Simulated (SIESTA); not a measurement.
The system is LiCl.

```
CELL_PARAMETERS angstrom
0.00000 2.56477 2.56477
2.56477 0.00000 2.56477
2.56477 2.56477 0.00000
ATOMIC_POSITIONS crystal
Cl 0.50000 0.50000 0.50000
Li 0.00000 0.00000 0.00000
```

Program: SIESTA 5.4.2. Alike in all runs: task single point; no spin polarisation; cell as given; k mesh 9 × 9 × 9; smearing fermi-dirac 0.05 eV; grid cutoff 800 Ry; energy shift 0.003 Ry.

Q: Order these runs on this cell by their band gap on the k mesh, lowest first.
A. level PW91; potentials or basis PseudoDojo 0.4 standard (PBE files), DZP (energy shift 0.003 Ry; two zetas on semicore shells)
B. level BLYP; potentials or basis PseudoDojo 0.4 standard (PBE files), DZP (energy shift 0.003 Ry; two zetas on semicore shells)
C. level LDA; potentials or basis PseudoDojo 0.4 standard (LDA files), DZP (energy shift 0.003 Ry; two zetas on semicore shells)

A: C (6.24 eV), A (6.55 eV), B (6.71 eV).

Caveats: an odd mesh through Γ misses points on the zone boundary, where band edges often lie; the basis of atomic orbitals isn't converged, which shifts pressures, moduli and gaps.

Runs at the PBE level aren't shown here.
